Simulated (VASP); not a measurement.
# EuZnSi: formation energy of a vacancy on the Si site, part 4 of 4

Wanted: what a vacancy on the Si site costs in EuZnSi and how the lattice relaxes round it. The start is a cell from a database of measured crystal structures.

VASP 6.6.1, plane waves and PAW; the level of theory is named at each step.

Still holding for the runs below: The data set Eu_2 holds the 4f electrons frozen in the core, so no f bands or f moments appear.

So far. Step 5 (Reference Si): The start already met the threshold, so nothing moved. Step 5 (Reference Si): Energy at zero smearing: -11.48946 eV.

## Step 6: Relaxing the defect (continued)

Level of this step: PBEsol, 4f electrons in the core; plane waves and PAW (Eu_2, Zn, Si) (VASP).

OUTCAR, selected parts (step 6):

```text
   k-points           NKPTS =      6   k-points in BZ     NKDIM =      6   number of bands    NBANDS=    117

   NELECT =     188.0000    total number of electrons

 E-fermi :   3.5636

 k-point     1 :       0.0000    0.0000    0.0000
  band No.  band energies     occupation
    ...
     92       3.2152      2.03351
     93       3.2152      2.03351
     94       3.4613      1.75266
     95       3.4613      1.75263
     96       3.4646      1.73432
     97       3.6878      0.14128
     98       3.7582     -0.04423
     99       3.7582     -0.04423
    100       4.1499     -0.00027
    101       4.9095     -0.00000
    ...

  Total        1.2448182      1.2448182     -1.4442356     -0.0000000     -0.0000000      0.0000000
  in kB        3.9989112      3.9989112     -4.6395286     -0.0000000     -0.0000000      0.0000000
  external PRESSURE =       1.1194312 kB  Pullay stress =       0.0000000 kB

 POSITION                                       TOTAL-FORCE (eV/Angst)
 -----------------------------------------------------------------------------------
      4.23042      7.32789      3.99441         0.006799      0.003925      0.017599
     -2.11546      3.66409      4.07535         0.000000      0.000000     -0.000463
      0.00051      7.32789      3.99441        -0.006799      0.003925      0.017599
      2.11546      3.66468      3.99441         0.000000     -0.007850      0.017599
      4.23042      7.32789      0.02704         0.006799      0.003925     -0.017599
     -2.11546      3.66409      7.98901         0.000000      0.000000      0.000463
      0.00051      7.32789      0.02704        -0.006799      0.003925     -0.017599
      2.11546      3.66468      0.02704         0.000000     -0.007850     -0.017599
      2.11546      1.22136      6.03218         0.000000      0.000000      0.000000
      0.01347      4.89323      6.03218        -0.001471     -0.000849      0.000000
      6.34639      1.20581      6.03218        -0.000000      0.001698      0.000000
      4.21746      4.89323      6.03218         0.001471     -0.000849      0.000000
     -0.01475      2.45124      2.01073        -0.016613      0.009591      0.000000
     -2.11546      6.08979      2.01073         0.000000     -0.019183      0.000000
      4.24568      2.45124      2.01073         0.016613      0.009591      0.000000
      2.11546      6.10682      2.01073         0.000000      0.000000      0.000000
      0.00794      4.89004      2.01073         0.013027      0.007521      0.000000
      6.34639      1.21220      2.01073         0.000000     -0.015043      0.000000
      4.22299      4.89004      2.01073        -0.013027      0.007521      0.000000
      0.02669      2.42732      6.03218         0.004194     -0.002421      0.000000
     -2.11546      6.13764      6.03218        -0.000000      0.004843      0.000000
      4.20423      2.42732      6.03218        -0.004194     -0.002421      0.000000
      2.11546      6.10682      6.03218         0.000000      0.000000      0.000000
 -----------------------------------------------------------------------------------
    total drift:                                0.000108     -0.000068      0.000001

  FREE ENERGIE OF THE ION-ELECTRON SYSTEM (eV)
  ---------------------------------------------------
  free  energy   TOTEN  =       -82.3488295633 eV

  energy  without entropy=      -82.3654563126  energy(sigma->0) =      -82.35437181

[... 6 parts as in an earlier step ...]

[... 11 further parts left out ...]
```

CONTCAR:

```
Eu8Zn8Si7
   1.00000000000000
     8.4618566626000007    0.0000000000000000    0.0000000000000000
    -4.2309283314000004    7.3281828329999996    0.0000000000000000
     0.0000000000000000    0.0000000000000000    8.0429023649999998
  Eu              Zn              Si
     8     8     7
Direct
     0.9999197093489236    0.9999598546744617    0.4966380208036824
     0.0000000000000000    0.5000000000000000    0.5067008748175760
     0.5000401453255383    0.9999598546744617    0.4966380208036824
     0.5000401453255383    0.5000802906510764    0.4966380208036824
     0.9999197093489236    0.9999598546744617    0.0033619791963176
     0.0000000000000000    0.5000000000000000    0.9932991251824240
     0.5000401453255383    0.9999598546744617    0.0033619791963176
     0.5000401453255383    0.5000802906510764    0.0033619791963176
     0.3333333300000021    0.1666666699999979    0.7500000000000000
     0.3354553353390671    0.6677276726695303    0.7500000000000000
     0.8322723273304697    0.1645446646609330    0.7500000000000000
     0.8322723273304697    0.6677276726695303    0.7500000000000000
     0.1655047016796277    0.3344952983203723    0.2500000000000000
     0.1655047016796277    0.8310093933592617    0.2500000000000000
     0.6689906066407383    0.3344952983203723    0.2500000000000000
     0.6666666699999979    0.8333333300000021    0.2500000000000000
     0.3345842861155634    0.6672921480577785    0.2500000000000000
     0.8327078519422215    0.1654157138844366    0.2500000000000000
     0.8327078519422215    0.6672921480577785    0.2500000000000000
     0.1687697666173074    0.3312302333826926    0.7500000000000000
     0.1687697666173074    0.8375395232346211    0.7500000000000000
     0.6624604767653789    0.3312302333826926    0.7500000000000000
     0.6666666699999979    0.8333333300000021    0.7500000000000000
```

The run keeps the 12 symmetry operations of its start, so it cannot find a distortion of lower symmetry.

Relaxation path:

| step | energy less that of the first step (eV) | largest force (eV/Å) |
| --- | --- | --- |
| 1 | 0.0000 | 0.2253 |
| 2 | -0.0144 | 0.1630 |
| 3 | -0.0276 | 0.0998 |
| 4 | -0.0305 | 0.0781 |
| 5 | -0.0334 | 0.0436 |
| 6 | -0.0337 | 0.0501 |
| 7 | -0.0344 | 0.0380 |
| 8 | -0.0345 | 0.0336 |
| 9 | -0.0345 | 0.0360 |
| 10 | -0.0353 | 0.0193 |

The atoms that moved most (Å):

| atom | dx | dy | dz | length |
| --- | --- | --- | --- | --- |
| Eu2 | 0.000 | 0.000 | 0.054 | 0.054 |
| Eu6 | 0.000 | 0.000 | -0.054 | 0.054 |
| Si20 | 0.027 | -0.015 | 0.000 | 0.031 |
| Si22 | -0.027 | -0.015 | 0.000 | 0.031 |
| Si21 | 0.000 | 0.031 | 0.000 | 0.031 |
| Eu7 | 0.001 | 0.000 | 0.027 | 0.027 |
| Eu3 | 0.001 | 0.000 | -0.027 | 0.027 |
| Eu5 | -0.001 | 0.000 | 0.027 | 0.027 |

Final coordinates:

```
Eu Zn Si
1.0
     8.46186    0.00000    0.00000
    -4.23093    7.32818    0.00000
     0.00000    0.00000    8.04290
Eu Zn Si
8 8 7
Direct
  0.99992 0.99996 0.49664
  0.00000 0.50000 0.50670
  0.50004 0.99996 0.49664
  0.50004 0.50008 0.49664
  0.99992 0.99996 0.00336
  0.00000 0.50000 0.99330
  0.50004 0.99996 0.00336
  0.50004 0.50008 0.00336
  0.33333 0.16667 0.75000
  0.33546 0.66773 0.75000
  0.83227 0.16454 0.75000
  0.83227 0.66773 0.75000
  0.16550 0.33450 0.25000
  0.16550 0.83101 0.25000
  0.66899 0.33450 0.25000
  0.66667 0.83333 0.25000
  0.33458 0.66729 0.25000
  0.83271 0.16542 0.25000
  0.83271 0.66729 0.25000
  0.16877 0.33123 0.75000
  0.16877 0.83754 0.75000
  0.66246 0.33123 0.75000
  0.66667 0.83333 0.75000
```

This step gave:

```yaml
electronic_cycles: 59
electrons: 188
free_energy_toten: -82.3488 eV
energy_at_zero_smearing: -82.3544 eV
fermi_energy: 3.564 eV
labelled_metallic_from_the_levels_on_this_mesh: yes
```

Valence density in the ab plane at fractional z = 0.250, through the centre, with atoms of Zn and Si within 0.45 Å of it. It is the smooth field of the valence electrons, not physical close to the nuclei.

Ten steps, logarithmic in the rise over the least value, from '0' (0 e/Å³) to '9' (17 e/Å³), each cell a mean:
```
111122221111111223322111
112345421111112355422111
123688522111123688522111
226998522222225998522222
237996322222237996322222
236763222222236753232222
223332322233223332321222
222222210222222222210222
111122211222111222211222
111122222221111122222221
111122332211111122332211
111122222111111122222111
111223322111111223322111
112355422111112355421111
123688521111113688522111
226998421111125998522222
237996311111137996322222
236763111111236763222222
223321111111123332322222
222211111111122222210222
111111111111111222211222
111111111111111122222221
111111111111111122332211
111111111111111122222111
```
Columns run along a (8.5 Å), rows up along b (8.5 Å). Atoms in or near the plane, at fractional coordinates: Zn at (0.17, 0.33), Zn at (0.17, 0.83), Zn at (0.67, 0.33), Zn at (0.67, 0.83), Si at (0.33, 0.67), Si at (0.83, 0.17), Si at (0.83, 0.67).

The run ended after 10 ionic steps, 0.035 eV below its first step, once the forces on the free atoms met EDIFFG = -0.03.

The 3 first neighbours (Zn) lie 2.44 Å from the site in the perfect crystal and 2.46 Å on average after the relaxation (+0.7 %).

## Step 7: Formation energies

This step: point defect, PBEsol; plane waves and PAW (VASP 6.6.1).

Derived from the runs above.

This step gave:

```
formation energy of the neutral defect : 2.080 eV
```

Formation energy:

| formation energy (eV) | largest move (Å) |
| --- | --- |
| 2.08 | 0.05389 |

E_f is E(defect cell) less E(perfect cell), corrected for the atoms exchanged with their references.

References, in eV an atom: Si -5.745 (crystal Fd-3m). They were run at the supercell's cutoff and functional, without U, and count both elements from their own phases.

## Step 8: Summary of results

```json
{"formation energy at charge 0": "2.080 eV"}
```

In words: A vacancy on the Si site costs 2.08 eV, with every exchanged atom at the energy of its element. The 3 first neighbours (Zn) lie 2.44 Å from the site in the perfect crystal and 2.46 Å on average after the relaxation (+0.7 %). With metallic smearing the value can move by tenths of an eV with the k mesh. The supercell of 24 atoms is small, so interactions between images remain.

[Lines on the potential files, build, host, timing and source positions are cut from VASP's logs without a mark.]

[Logs are printed without paths, hosts, clocks, repeated set-up lines and the standing remarks that a program may print on its own settings, such as how far it seeks lower states.]

[Hosts, paths, dates, database ids (printed as entryN), source tags and the programs' standing remarks are cut or masked in the printed files.]

[In band tables of VASP the shares of atoms and orbitals are scaled to a sum of 1 inside the atoms' spheres.]

[Runs that stopped without an error message from VASP are left out.]
